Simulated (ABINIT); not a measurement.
# InP (F-43m) in ABINIT: notebook, part 2 of 2

ABINIT 10.8.3 (patched build). Earlier steps stand in the parts before.

## 4. Single point, r2SCAN

run.abi reads:

```
# Pseudopotentials
pp_dirpath "./"
pseudos "In.upf, P.upf"

# Structure
acell 3*1.0
rprim
     0.0000000000     5.5378424082     5.5378424082
     5.5378424082     0.0000000000     5.5378424082
     5.5378424082     5.5378424082     0.0000000000
ntypat 2
znucl 49 15
natom 2
typat 1 2
xred
     0.0000000000     0.0000000000     0.0000000000
     0.7500000000     0.7500000000     0.7500000000

# Plane-wave basis
ecut 54.0

# k points
kptopt 1
ngkpt 8 8 8
nshiftk 1
shiftk 0.0 0.0 0.0

# Exchange and correlation
ixc -497498
usekden 1
nc_xccc_gspace 1
boxcutmin 3.0

# Bands and occupations
nband 13
occopt 3
tsmear 0.05 eV

# SCF cycle
nstep 100
tolvrs 1.0e-9

# Output
iomode 3
prtwf 0
prtden 0
prteig 0
prtebands 0
```

Potentials or basis: Ansatz NC r2SCAN.

On the command line:

```console
$ mpirun --bind-to none -np 4 abinit run.abi > log 2>&1
```

run.abo:

```text
[... set-up lines left out ...]
 ETOT  1  -56.920905044662    -5.692E+01 1.796E+00 3.299E+05
 ETOT  2  -70.749035119577    -1.383E+01 3.834E+00 3.186E+05
 ETOT  3  -74.827652715728    -4.079E+00 7.090E-01 1.032E+05
 ETOT  4  -76.456992215078    -1.629E+00 8.985E-02 2.862E+04
 ETOT  5  -76.634861860214    -1.779E-01 3.616E-02 2.108E+04
 ETOT  6  -76.751497798249    -1.166E-01 3.454E-02 1.538E+04
 ETOT  7  -76.923762707488    -1.723E-01 8.400E-03 6.564E+03
 ETOT  8  -76.960473890099    -3.671E-02 7.769E-03 4.853E+03
 ETOT  9  -77.003740008101    -4.327E-02 2.432E-03 2.610E+03
 ETOT 10  -77.056410026881    -5.267E-02 3.934E-03 1.593E+01
 ETOT 11  -77.056819850054    -4.098E-04 2.129E-03 2.664E+01
 ETOT 12  -77.056980537854    -1.607E-04 2.587E-03 7.605E+00
 ETOT 13  -77.057015210689    -3.467E-05 1.229E-03 1.667E+00
 ETOT 14  -77.057040400643    -2.519E-05 1.121E-03 3.809E-01
 ETOT 15  -77.057046624274    -6.224E-06 6.500E-04 4.553E-02
 ETOT 16  -77.057047319408    -6.951E-07 6.772E-04 2.468E-03
 ETOT 17  -77.057047365782    -4.637E-08 4.193E-04 3.960E-05
 ETOT 18  -77.057047367657    -1.875E-09 4.321E-04 5.867E-06
 ETOT 19  -77.057047368065    -4.082E-10 1.066E-03 2.051E-07
 ETOT 20  -77.057047368153    -8.785E-11 4.718E-04 1.187E-08
 ETOT 21  -77.057047368179    -2.608E-11 8.203E-04 9.375E-09
 ETOT 22  -77.057047368188    -8.967E-12 4.688E-04 4.375E-10

 At SCF step   22       vres2   =  4.37E-10 < tolvrs=  1.00E-09 =>converged.

Result for kinetic energy density :

--------------------------------------------------------------------------------
 Total kinetic energy density [Ha/Bohr^3]
)     Maximum=    1.1617E+01  at reduced coord.    0.0250    0.0375    0.9375
[... 75 lines left out ...]
   2.00000    2.00000    2.00000    2.00000    2.00000    2.00000    1.99999    1.99999
   1.99999    0.00003    0.00000    0.00000    0.00000
 prteigrs : prtvol=0 or 1, do not print more k-points.

--- !EnergyTerms
iteration_state     : {dtset: 1, }
comment             : Components of total free energy in Hartree
kinetic             :  4.78873214692082E+01
hartree             :  1.92484656009561E+01
xc                  : -2.54439468477985E+01
Ewald energy        : -4.48602020983076E+01
psp_core            :  1.33147559770969E+00
local_psp           : -6.43245945641147E+01
non_local_psp       : -1.08955665227491E+01
internal            : -7.70570473650959E+01
'-kT*entropy'       : -3.09230368246429E-09
total_energy        : -7.70570473681883E+01
total_energy_eV     : -2.09682907891062E+03
band_energy         : -3.56318184263075E+00
...

 Cartesian components of stress tensor (hartree/bohr^3)
  sigma(1 1)= -5.58326121E-05  sigma(3 2)=  0.00000000E+00
  sigma(2 2)= -5.58326121E-05  sigma(3 1)=  0.00000000E+00
  sigma(3 3)= -5.58326121E-05  sigma(2 1)=  0.00000000E+00

-Cartesian components of stress tensor (GPa)         [Pressure=  1.6427E+00 GPa]
- sigma(1 1)= -1.64265216E+00  sigma(3 2)=  0.00000000E+00
- sigma(2 2)= -1.64265216E+00  sigma(3 1)=  0.00000000E+00
- sigma(3 3)= -1.64265216E+00  sigma(2 1)=  0.00000000E+00

== END DATASET(S) ==============================================================
================================================================================

 -outvars: echo values of variables after computation  --------
            acell      1.0000000000E+00  1.0000000000E+00  1.0000000000E+00 Bohr
           etotal     -7.7057047368E+01
            fcart     -1.8993219069E-31 -1.8993219069E-31  5.6979657208E-31
                       1.8993219069E-31  1.8993219069E-31 -5.6979657208E-31
            rprim      0.0000000000E+00  5.5378424082E+00  5.5378424082E+00
                       5.5378424082E+00  0.0000000000E+00  5.5378424082E+00
                       5.5378424082E+00  5.5378424082E+00  0.0000000000E+00
           strten     -5.5832612057E-05 -5.5832612057E-05 -5.5832612057E-05
                       0.0000000000E+00  0.0000000000E+00  0.0000000000E+00
           xangst      0.0000000000E+00  0.0000000000E+00  0.0000000000E+00
                       4.3957499970E+00  4.3957499970E+00  4.3957499970E+00
             xred      0.0000000000E+00  0.0000000000E+00  0.0000000000E+00
                       7.5000000000E-01  7.5000000000E-01  7.5000000000E-01
 Calculation completed.
```

Wall time 6.6 min (4 MPI ranks of Arm Neoverse V2, shared host); peak memory 1.2 GiB.

What came out:

```
Free energy                                           : -2096.8291 eV
Pressure                                              : 1.6 GPa
Band gap on the k mesh                                : 1.16 eV, direct
Valence electrons inside the program's atomic spheres : In 9.90; P 2.75
```

Caveat: spin-orbit coupling is left out, which moves the levels of the heavy elements.

## 5. Overview

| potentials or basis | cutoff (eV) | fine-grid cutoff | gap on the mesh (eV) | pressure (GPa) |
| --- | --- | --- | --- | --- |
| Ansatz PAW PBE default generated set, frozen core | 490 | 979.61 eV | 1.15 | 1.6 |
| JTH PAW PBE v2.0 | 707 | 1306.15 eV | 1.13 | 1.4 |
| Ansatz NC r2SCAN | 1469 | - | 1.16 | 1.6 |

Alike in all rows: task single point; level r2SCAN; no spin polarisation; cell as given; k mesh 8 × 8 × 8; smearing fermi-dirac 0.05 eV.

Caveats: spin-orbit coupling is left out, which moves the levels of the heavy elements; totals of a meta-GGA on PAW files have another zero than those of a GGA (some runs); the PAW data sets were made with another functional, which shifts forces and pressure a little (some runs); the atomic spheres overlap (some runs).

Total energies depend on the potentials used, so only differences within one code and one set of settings carry meaning.

## 6. Comparison with measurements

Step 2. A measured gap of InP is 1.4236 eV (direct; 1.6 K; a printed reference work, data compilation); the calculated 1.15 eV misses it by -0.27 eV. Spin-orbit coupling on In is left out. The value is that of r2SCAN, without temperature or zero-point motion.

Step 3. Measured gap of InP: 1.4236 eV (direct; 1.6 K; a printed reference work, data compilation). This calculation gives 1.13 eV (-0.29 eV). Spin-orbit coupling on In is left out. The value is that of r2SCAN, without temperature or zero-point motion.

Step 4. Against the measured gap of InP, 1.4236 eV (direct; 1.6 K; a printed reference work, data compilation), the calculated 1.16 eV is off by -0.26 eV. Spin-orbit coupling on In is left out. The value is that of r2SCAN, without temperature or zero-point motion.
